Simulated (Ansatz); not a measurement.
ZrS2:

```xyz
3
Lattice="3.6914 0.0000 0.0000 -1.8457 3.1968 0.0000 0.0000 0.0000 6.0411" Properties=species:S:1:pos:R:3 pbc="T T T"
Zr    0.0000    0.0000    0.0000
S     0.0000    2.1312    1.4372
S     1.8457    1.0656    4.6038
```

The cell is a database's computed one.

Base run:

```yaml
Program: Ansatz 0.2.0
Functional: PBEsol
Potentials_or_basis: all-electron LAPW, scalar-relativistic
Cutoff: 201 eV (chosen from the basis error)
Basis_error_allowed: 0.002 eV/atom
k_mesh: 8 × 8 × 5
Occupations: fermi-dirac, width 0.05 eV
Spin: no spin polarisation
Hubbard_terms: Zr d U = 4 eV
```

Its results: band gap on the k mesh 1.61 eV, indirect (least direct gap 2.22 eV); pressure 1.1 GPa; largest force 0.085 eV/Å.

**Question.** After a change of settings the same cell gave: band gap on the k mesh 1.25 eV, indirect (least direct gap 1.88 eV); pressure -0.8 GPa; largest force 0.041 eV/Å. Which change was it?
A. hubbard terms from Zr d U = 4 eV to Zr d U = 2 eV
B. potentials or basis from all-electron LAPW, scalar-relativistic to all-electron PAW datasets made for the crystal; hubbard terms from Zr d U = 4 eV to none
C. potentials or basis from all-electron LAPW, scalar-relativistic to all-electron LAPW, inner shells corrected to Dirac's equation; hubbard terms from Zr d U = 4 eV to none
D. hubbard terms from Zr d U = 4 eV to Zr d U = 8 eV

**Answer.** A.

Caveats: U is the effective U less J, on atomic orbitals that reach past the spheres; an odd mesh through Γ misses points on the zone boundary, where band edges often lie; this functional lacks dispersion, which binds the layers, so the pressure and a relaxed spacing across them are unreliable.

The runs don't all hold the same shells in valence.
